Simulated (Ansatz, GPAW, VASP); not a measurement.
# SnTe: 4 runs at one level of theory

```
Te Sn
1.0
     0.00000    3.15085    3.15085
     3.15085    0.00000    3.15085
     3.15085    3.15085    0.00000
Te Sn
1 1
Cartesian
  3.1509 3.1509 3.1509
  0.0000 0.0000 0.0000
```

Alike in all runs: task single point; functional PBE; k mesh 7 × 7 × 7; occupations gaussian, width 0.025 eV; no spin polarisation; no spin-orbit coupling. Pressure is positive in compression and, in plane waves, holds the error of the finite cutoff, which Ansatz's Pulay term estimates and takes out.

```json
{"program and potentials": "Ansatz, Ansatz PAW", "plane-wave cutoff (eV)": "420", "notes": "15 valence electrons an atom on average; Pulay term of +0.03 GPa included", "pressure (GPa)": "2.23"}
{"program and potentials": "VASP, PBE PAW files Sn_d, Te, 520 eV", "plane-wave cutoff (eV)": "520", "notes": "10 valence electrons an atom on average", "pressure (GPa)": "2.17"}
{"program and potentials": "Ansatz, all-electron LAPW, scalar-relativistic", "plane-wave cutoff (eV)": "-", "notes": "-", "pressure (GPa)": "2.23"}
{"program and potentials": "GPAW, GPAW PAW data sets (gpaw-data 1.2.1)", "plane-wave cutoff (eV)": "600", "notes": "10 valence electrons an atom on average", "pressure (GPa)": "1.95"}
```

The pressure spans 1.95 (GPAW, GPAW PAW data sets (gpaw-data 1.2.1)) to 2.23 GPa (Ansatz, all-electron LAPW, scalar-relativistic), with all-electron results at 2.23.

Differences between rows come from potentials, basis sets and numerical settings, since the functional is the same but for its coding. Runs on potential files found faulty are left out.

All four runs put rocksalt SnTe under compression, so PBE would relax this cell outwards. The cell lies close to the measured lattice constant, and the sign is what is expected of PBE, whose gradient correction tends to underbind solids of heavy elements and make their lattices too large. SnTe is also a fairly soft solid, held together by p states shared among more neighbours than there are electron pairs to bind them, so even a modest pressure means a noticeable expansion.

The Ansatz PAW result matches the all-electron value of 2.23 GPa, and VASP comes close at 2.17 GPa. GPAW is lowest at 1.95 GPa; the smaller valence alone doesn't account for this, as VASP treats the same average number of electrons, and residual basis-set error or the construction of the data set may contribute. The spread leaves the sign of the pressure untouched. A pressure at one fixed cubic geometry doesn't show whether the lattice is stable against the polar displacement of Sn against Te known at low temperature.
